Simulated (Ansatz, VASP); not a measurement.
## MgO: VASP beside Ansatz

File INCAR:

```
SYSTEM = MgO
PREC = Accurate
ENCUT = 520
EDIFF = 1E-6
ISMEAR = 0
SIGMA = 0.01
LREAL = .FALSE.
LASPH = .TRUE.
NELM = 100
ALGO = Normal
ISIF = 2
LWAVE = .FALSE.
LCHARG = .FALSE.
GGA = PE
NBANDS = 11
```

KPOINTS

```
Automatic mesh
0
G
  8 8 8
  0 0 0
```

Contents of POSCAR:

```
MgO
1.0
    0.0000000000      2.2827463033      2.2827463033
    2.2827463033      0.0000000000      2.2827463033
    2.2827463033      2.2827463033      0.0000000000
Mg O
1 1
Direct
    0.0000000000      0.0000000000      0.0000000000
    0.2500000000      0.2500000000      0.2500000000
```

Input for Ansatz:

```yaml
crystal:
  lattice:
    - [0.0, 2.2827463033, 2.2827463033]
    - [2.2827463033, 0.0, 2.2827463033]
    - [2.2827463033, 2.2827463033, 0.0]
  atoms:
    - { symbol: Mg, position: [0.0, 0.0, 0.0] }
    - { symbol: O, position: [0.25, 0.25, 0.25] }
kpoints:
  mp_grid: { grid: [8, 8, 8] }
hamiltonian:
  xc: pbe
scf:
  occupations: { method: fixed }
  n_extra_bands: 4
output:
  forces: true
  stress: true
  eigenvalues: true
```

Alike in both runs: task single point; functional PBE; k mesh 8 × 8 × 8; no spin polarisation.

|  | VASP | Ansatz |
| --- | --- | --- |
| version | VASP 6.6.1 | Ansatz 0.2.0 |
| potentials or method | VASP PAW PBE potentials, release 64 (Mg, O) | plane waves, PAW |
| plane-wave cutoff (eV) | 520 | 420 |
| occupations | gaussian, width 0.01 eV | fixed |
| valence electrons in the cell | 8 | 16 |

|  | VASP | Ansatz | Ansatz less VASP |
| --- | --- | --- | --- |
| gap on the k mesh at the Fermi level (eV) | 3.64 | 3.65 | +0.015 |
| pressure (GPa) | 3.3 | 3.7 | +0.39 |

The two sets of potentials don't hold the same shells in valence.

As with any semilocal functional, this PBE gap is likely too small.
